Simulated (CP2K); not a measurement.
Input of a CP2K 2026.2 run:

The input aln_bands.inp:

```
&GLOBAL
  PROJECT aln_bands
  RUN_TYPE ENERGY_FORCE
  PRINT_LEVEL LOW
&END GLOBAL
&FORCE_EVAL
  METHOD QS
  STRESS_TENSOR ANALYTICAL
  &DFT
    BASIS_SET_FILE_NAME BASIS_MOLOPT_UZH
    POTENTIAL_FILE_NAME POTENTIAL_UZH
    &MGRID
      CUTOFF 675
      REL_CUTOFF 60
      NGRIDS 5
    &END MGRID
    &QS
      METHOD GPW
      EPS_DEFAULT 1.0E-9
    &END QS
    &KPOINTS
      SCHEME MONKHORST-PACK 10 10 10
      GAMMA_CENTERED T
      SYMMETRY T
      SYMMETRY_BACKEND SPGLIB
    &END KPOINTS
    &SCF
      SCF_GUESS ATOMIC
      EPS_SCF 1.0E-6
      MAX_SCF 100
      ADDED_MOS 10
      CHOLESKY OFF
      EPS_EIGVAL 1.0E-7
      &DIAGONALIZATION ON
        ALGORITHM STANDARD
      &END DIAGONALIZATION
      &MIXING ON
        METHOD BROYDEN_MIXING
        ALPHA 0.4
        BETA 1.5
        NBUFFER 8
      &END MIXING
      &SMEAR ON
        METHOD FERMI_DIRAC
        ELECTRONIC_TEMPERATURE 1160.45
      &END SMEAR
    &END SCF
    &XC
      &XC_FUNCTIONAL
        &MGGA_X_R2SCAN
        &END MGGA_X_R2SCAN
        &MGGA_C_R2SCAN
        &END MGGA_C_R2SCAN
      &END XC_FUNCTIONAL
    &END XC
    &PRINT
      &KPOINTS ON
      &END KPOINTS
      &MULLIKEN ON
      &END MULLIKEN
      &MO ON
        ENERGIES T
        OCCUPATION_NUMBERS T
        &EACH
          QS_SCF 0
        &END EACH
        ADD_LAST NUMERIC
      &END MO
      &BAND_STRUCTURE
        FILE_NAME bands.bs
        ADDED_MOS 4
        &KPOINT_SET
          UNITS B_VECTOR
          NPOINTS 8
          SPECIAL_POINT GAMMA 0.00000000 0.00000000 0.00000000
          SPECIAL_POINT X 0.50000000 0.00000000 0.50000000
          SPECIAL_POINT W 0.50000000 0.25000000 0.75000000
          SPECIAL_POINT K 0.37500000 0.37500000 0.75000000
          SPECIAL_POINT GAMMA 0.00000000 0.00000000 0.00000000
          SPECIAL_POINT L 0.50000000 0.50000000 0.50000000
          SPECIAL_POINT U 0.62500000 0.25000000 0.62500000
          SPECIAL_POINT W 0.50000000 0.25000000 0.75000000
          SPECIAL_POINT L 0.50000000 0.50000000 0.50000000
          SPECIAL_POINT K 0.37500000 0.37500000 0.75000000
        &END KPOINT_SET
        &KPOINT_SET
          UNITS B_VECTOR
          NPOINTS 8
          SPECIAL_POINT U 0.62500000 0.25000000 0.62500000
          SPECIAL_POINT X 0.50000000 0.00000000 0.50000000
        &END KPOINT_SET
      &END BAND_STRUCTURE
    &END PRINT
  &END DFT
  &SUBSYS
    &CELL
      A 3.0886333121 0.0000000000 0.0000000000
      B 1.5443166561 2.6748349113 0.0000000000
      C 1.5443166561 0.8916116371 2.5218585391
      PERIODIC XYZ
    &END CELL
    &COORD
      Al  0.0000000000 0.0000000000 0.0000000000
      N   1.5443166561 0.8916116371 0.6304646348
    &END COORD
    &KIND Al
      BASIS_SET TZVP-MOLOPT-SCAN-GTH-q3
      POTENTIAL GTH-SCAN-q3
    &END KIND
    &KIND N
      BASIS_SET TZVP-MOLOPT-SCAN-GTH-q5
      POTENTIAL GTH-SCAN-q5
    &END KIND
    &PRINT
      &ATOMIC_COORDINATES ON
      &END ATOMIC_COORDINATES
      &CELL ON
      &END CELL
      &SYMMETRY ON
      &END SYMMETRY
    &END PRINT
  &END SUBSYS
  &PRINT
    &FORCES ON
    &END FORCES
    &STRESS_TENSOR ON
    &END STRESS_TENSOR
  &END PRINT
&END FORCE_EVAL
```

Potentials or basis: POTENTIAL_UZH Al GTH-SCAN-q3, N GTH-SCAN-q5; TZVP-MOLOPT-SCAN-GTH basis.

Run with:

```bash
$ OMP_NUM_THREADS=2 cp2k.psmp -i aln_bands.inp -o aln_bands.out
```

**Question.** Estimate the pressure.

**Answer.** -2.3 GPa.

**Question.** Estimate the band gap on the k mesh.

**Answer.** 4.01 eV, indirect (least direct gap 4.89 eV).

**Question.** What does it give for the band gap along the path?

**Answer.** 4.01 eV, indirect (least direct gap 4.89 eV).

Levels at the corners of the path, in eV from the valence-band top:
| point | band 1 | band 2 | band 3 | band 4 | band 5 | band 6 | band 7 | band 8 |
| --- | --- | --- | --- | --- | --- | --- | --- | --- |
| Γ | -15.82 | 0.00 | 0.00 | 0.00 | 4.89 | 13.24 | 13.24 | 13.24 |
| X | -13.18 | -5.03 | -1.90 | -1.90 | 4.01 | 9.43 | 15.20 | 16.99 |
| W | -13.13 | -3.88 | -3.58 | -2.77 | 6.84 | 12.56 | 12.90 | 13.10 |
| K | -13.21 | -4.37 | -3.75 | -1.47 | 5.91 | 11.07 | 14.23 | 15.50 |
| Γ | -15.82 | 0.00 | 0.00 | 0.00 | 4.89 | 13.24 | 13.24 | 13.24 |
| L | -13.82 | -6.00 | -0.52 | -0.52 | 8.17 | 11.01 | 12.09 | 12.09 |
| U | -13.21 | -4.37 | -3.75 | -1.47 | 5.91 | 11.07 | 14.23 | 15.50 |
| W | -13.13 | -3.88 | -3.58 | -2.77 | 6.84 | 12.56 | 12.90 | 13.10 |
| L | -13.82 | -6.00 | -0.52 | -0.52 | 8.17 | 11.01 | 12.09 | 12.09 |
| K | -13.21 | -4.37 | -3.75 | -1.47 | 5.91 | 11.07 | 14.23 | 15.50 |
| U | -13.21 | -4.37 | -3.75 | -1.47 | 5.91 | 11.07 | 14.23 | 15.50 |
| X | -13.18 | -5.03 | -1.90 | -1.90 | 4.01 | 9.43 | 15.20 | 16.99 |

Caveat: the basis of atomic orbitals isn't converged, which shifts pressures, moduli and gaps. r2SCAN opens gaps a little over a GGA but as a rule still falls short of measured ones.
